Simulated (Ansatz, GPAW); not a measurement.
This is a calculation of ZrC for GPAW 26.7.0 (ASE script). 

Contents of run.py:

```python
from ase import Atoms
from ase.dft.bandgap import bandgap
from ase.io import write
from ase.units import GPa
from gpaw import GPAW, PW

atoms = Atoms(['Zr', 'C'],
              cell=[[0.0, 2.365, 2.365],
                    [2.365, 0.0, 2.365],
                    [2.365, 2.365, 0.0]],
              scaled_positions=[[0.5, 0.5, 0.5],
                                [0.0, 0.0, 0.0]],
              pbc=True)

calc = GPAW(mode=PW(800),
            xc='PBE',
            kpts={'size': (10, 10, 10), 'gamma': True},
            occupations={'name': 'methfessel-paxton', 'order': 0, 'width': 0.028999999999999998},
            nbands=18,
            convergence={'density': 1e-05, 'energy': 1e-05},
            maxiter=150,
            txt='gpaw.txt')
atoms.calc = calc
energy = atoms.get_potential_energy()
forces = atoms.get_forces()
stress = atoms.get_stress()
calc.write('gs.gpw')
write('result.traj', atoms)
print(f'Energy: {energy:.6f} eV')
print('Forces (eV/A):')
print(forces.round(4))
print('Stress (GPa):', (stress / GPa).round(3))
print('Fermi level:', round(calc.get_fermi_level(), 4), 'eV')
print(f'Gap: {bandgap(calc)[0]:.4f} eV, direct: {bandgap(calc, direct=True)[0]:.4f} eV')
```

Potentials or basis: GPAW PAW data sets (gpaw-data 1.2.1), pw.

Launch:

```console
$ OMP_NUM_THREADS=1 python run.py
```

Task: Set up the same calculation for Ansatz 0.2.0. Potentials or basis there: all-electron LAPW, scalar-relativistic.

Result: As run (cutoffs and basis follow the program's own potentials, and thresholds, step limits or extra output files can differ):

File input.yaml:

```yaml
crystal:
  lattice:
    - [0.0, 2.365, 2.365]
    - [2.365, 0.0, 2.365]
    - [2.365, 2.365, 0.0]
  atoms:
    - { symbol: Zr, position: [0.5, 0.5, 0.5] }
    - { symbol: C, position: [0.0, 0.0, 0.0] }
kpoints:
  mp_grid: { grid: [10, 10, 10] }
scf:
  occupations: { method: gaussian, width: 0.029 }
hamiltonian:
  xc: pbe
  pseudopotentials: { kind: all_electron, lapw: { basis_error: 0.001 } }
output:
  forces: true
  stress: true
  eigenvalues: true
```

Potentials or basis: all-electron LAPW, scalar-relativistic.

Command:

```bash
$ ansatz run input.yaml --threads 1 --pin off --max-ram 3072MiB --backend cpu --events-out ev --progress --plain --runs-dir out
```

Both were run:

|  | GPAW | Ansatz |
| --- | --- | --- |
| Pressure | -3.9 GPa | -2.9 GPa |

Where Ansatz's input types no cutoff or centring, it takes its own default and a Γ-centred mesh.

Pressure is positive in compression.
